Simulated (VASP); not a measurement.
# Ti (P6_3/mmc) in VASP: a series of runs, part 2 of 2

VASP 6.6.1. Earlier steps stand in the parts before.

### 3 Relaxation of cell and atoms, PBE

This run uses another cell than the first one, of 17.12 Å³/atom, 0.971 times its volume.

Contents of INCAR:

```
ALGO = Normal
EDIFF = 1E-7
EDIFFG = -0.002
ENCUT = 520
GGA = PE
IBRION = 2
ISIF = 3
ISMEAR = 0
LASPH = T
LCHARG = F
LREAL = F
LWAVE = F
NELM = 60
NSW = 80
PREC = Accurate
SIGMA = 0.1
```

Contents of KPOINTS:

```
k-points
0
Gamma
  18 18 10
```

Contents of POSCAR:

```
Ti                                      
1.0
    2.9236166008     -0.0000000000     -0.0000000000
   -1.4618083004      2.5319262461     -0.0000000000
    0.0000000000      0.0000000000      4.6260988163
  Ti            
     2
Direct
     0.3333333300000021    0.6666666699999979    0.2500000000000000
     0.6666666699999979    0.3333333300000021    0.7500000000000000
```

Potentials or basis: VASP PAW PBE potentials, release 64 (Ti).

On the command line:

```sh
cat potpaw_PBE.64/Ti/POTCAR > POTCAR
mpirun -np 1 vasp_std > vasp.out
```

OUTCAR:

```text
EDIFF = 1E-7
   EDIFFG = -0.002
   ENCUT = 520
   GGA = PE
   IBRION = 2
   ISIF = 3
   ISMEAR = 0
   LASPH = T
   LREAL = F
   NELM = 60
   NSW = 80
   PREC = Accurate

 ion  position               nearest neighbor table
   1  0.333  0.667  0.250-   2 2.86   2 2.86   2 2.86   2 2.86   2 2.86   2 2.86
   2  0.667  0.333  0.750-   1 2.86   1 2.86   1 2.86   1 2.86   1 2.86   1 2.86

  LATTYP: Found a hexagonal cell.
 ALAT       =     2.9236166008
 C/A-ratio  =     1.5823206145

  Lattice vectors:
[... 458 lines left out ...]

  FORCE on cell =-STRESS in cart. coord.  units (eV):
  Direction    XX          YY          ZZ          XY          YZ          ZX
  --------------------------------------------------------------------------------------
  -------------------------------------------------------------------------------------
  Total        0.0030639      0.0030639      0.0032921      0.0000000     -0.0000000      0.0000000
  in kB        0.1433483      0.1433483      0.1540274      0.0000000     -0.0000000      0.0000000
  external PRESSURE =       0.1469080 kB  Pullay stress =       0.0000000 kB

 VOLUME and BASIS-vectors are now :
 -----------------------------------------------------------------------------
  energy-cutoff  :      520.00
  volume of cell :       34.24
      direct lattice vectors                 reciprocal lattice vectors
     2.923616601  0.000000000  0.000000000     0.342042113  0.197478106  0.000000000
    -1.461808300  2.531926246  0.000000000     0.000000000  0.394956212  0.000000000
     0.000000000  0.000000000  4.626098816     0.000000000  0.000000000  0.216164859

 POSITION                                       TOTAL-FORCE (eV/Angst)
 -----------------------------------------------------------------------------------
     -0.00000      1.68795      1.15652        -0.000000     -0.000000      0.000000
      1.46181      0.84398      3.46957         0.000000      0.000000      0.000000
 -----------------------------------------------------------------------------------
    total drift:                                0.000000     -0.000000     -0.000000

  FREE ENERGIE OF THE ION-ELECTRON SYSTEM (eV)
  ---------------------------------------------------
  free  energy   TOTEN  =       -15.5302766745 eV

  energy  without entropy=      -15.5207219644  energy(sigma->0) =      -15.52549932

 reached required accuracy - stopping structural energy minimisation
```

OSZICAR:

```text
N       E                     dE             d eps       ncg     rms          rms(c)
DAV:   1     0.877447554437E+01    0.87745E+01   -0.29378E+03  3552   0.862E+02
DAV:   2    -0.164944109943E+02   -0.25269E+02   -0.24828E+02  3688   0.113E+02
DAV:   3    -0.176651142688E+02   -0.11707E+01   -0.11294E+01  5920   0.272E+01
DAV:   4    -0.176720868437E+02   -0.69726E-02   -0.69347E-02  4000   0.202E+00
DAV:   5    -0.176721128994E+02   -0.26056E-04   -0.26002E-04  5736   0.722E-02    0.156E+01
DAV:   6    -0.157915032390E+02    0.18806E+01   -0.42901E+00  3552   0.234E+01    0.437E+00
DAV:   7    -0.155464688381E+02    0.24503E+00   -0.10905E+00  3872   0.110E+01    0.632E-01
DAV:   8    -0.155324229090E+02    0.14046E-01   -0.18855E-02  4760   0.159E+00    0.241E-01
DAV:   9    -0.155303529836E+02    0.20699E-02   -0.49724E-03  4480   0.519E-01    0.495E-02
DAV:  10    -0.155302827441E+02    0.70239E-04   -0.13872E-04  4744   0.126E-01    0.978E-03
DAV:  11    -0.155302776326E+02    0.51116E-05   -0.69154E-06  4976   0.277E-02    0.235E-03
DAV:  12    -0.155302766758E+02    0.95675E-06   -0.38229E-07  4128   0.580E-03    0.600E-04
DAV:  13    -0.155302766745E+02    0.13541E-08   -0.14703E-08  1936   0.119E-03
   1 F= -.15530277E+02 E0= -.15525499E+02  d E =-.155303E+02
```

CONTCAR:

```text
Ti
   1.00000000000000
     2.9236166008000000    0.0000000000000000    0.0000000000000000
    -1.4618083004000000    2.5319262460999998    0.0000000000000000
     0.0000000000000000    0.0000000000000000    4.6260988162999999
  Ti
     2
Direct
     0.3333333300000021    0.6666666699999979    0.2500000000000000
     0.6666666699999979    0.3333333300000021    0.7500000000000000

  0.00000000E+00  0.00000000E+00  0.00000000E+00
  0.00000000E+00  0.00000000E+00  0.00000000E+00
```

It took 23 s on 1 thread of Intel Xeon Platinum 8488C (Sapphire Rapids), shared host; peak memory 0.2 GiB.

What came out:

* Free energy: -15.5303 eV
* Pressure after relaxing: 0.0 GPa
* Band gap on the k mesh: none (metal or under the smearing width)

Final structure:
```
Ti
1.0
     2.92362    0.00000    0.00000
    -1.46181    2.53193    0.00000
     0.00000    0.00000    4.62610
Ti
2
Direct
  0.33333 0.66667 0.25000
  0.66667 0.33333 0.75000
```

Caveat: the relaxation stopped at its first step, so nothing moved.
